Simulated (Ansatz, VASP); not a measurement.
# MnS in VASP and in Ansatz

The input INCAR:

```
SYSTEM = MnS
PREC = Accurate ; ENCUT = 520
EDIFF = 1E-7 ; ISMEAR = 0
SIGMA = 0.011 ; LREAL = .FALSE.
LASPH = .TRUE. ; NELM = 150
ALGO = Normal ; ISIF = 2
LWAVE = .FALSE. ; LCHARG = .FALSE.
ISPIN = 2 ; MAGMOM = 4 0
LORBIT = 11 ; LMAXMIX = 4
GGA = PE ; NBANDS = 20
```

File KPOINTS:

```
regular mesh
0
G
  9 9 9
  0 0 0
```

Contents of POSCAR:

```
MnS
1.0
    0.0000000000      2.6045000000      2.6045000000
    2.6045000000      0.0000000000      2.6045000000
    2.6045000000      2.6045000000      0.0000000000
Mn S
1 1
Direct
    0.0000000000      0.0000000000      0.0000000000
    0.5000000000      0.5000000000      0.5000000000
```

Contents of input.yaml:

```yaml
crystal:
  lattice:
    - [0.0, 2.6045, 2.6045]
    - [2.6045, 0.0, 2.6045]
    - [2.6045, 2.6045, 0.0]
  atoms:
    - { symbol: Mn, position: [0.0, 0.0, 0.0], spin: 4.0 }
    - { symbol: S, position: [0.5, 0.5, 0.5] }
kpoints:
  mp_grid: { grid: [9, 9, 9] }
scf:
  occupations: { method: gaussian, width: 0.011 }
hamiltonian:
  xc: pbe
  pseudopotentials: { kind: all_electron, lapw: { basis_error: 0.001 } }
magnetization:
  spin_polarized: true
output:
  forces: true
  stress: true
  eigenvalues: true
```

Alike in both runs: task single point; functional PBE; k mesh 9 × 9 × 9; occupations gaussian, width 0.011 eV; collinear spin.

```csv
,VASP,Ansatz
version,VASP 6.6.1,Ansatz 0.2.0
potentials or method,"VASP PAW PBE potentials, release 64 (Mn_pv, S)","all-electron LAPW, scalar-relativistic"
plane-wave cutoff (eV),520,see its input
```

|  | VASP | Ansatz | Ansatz less VASP |
| --- | --- | --- | --- |
| gap on the k mesh at the Fermi level (eV) | none | none | - |
| pressure (GPa) | -2.9 | -2.8 | +0.02 |
| net moment per atom (μB) | 2.36 | 2.36 | 0.000 |
| size of the moment on the site where the two differ most (μB) | 4.26 | 4.44 | +0.175 |

Site moments also hang on the region over which each program counts them. A gap of «none» marks a metal or a gap that the smearing closes. Ansatz ran all-electron here, so the differences hold the error of VASP's frozen core and of both bases.

Caveats: a cell with one magnetic atom can't hold antiferromagnetic order, which such compounds often take; semilocal functionals often make such compounds metallic where correlation or magnetic order opens a gap, which also shifts bond lengths.
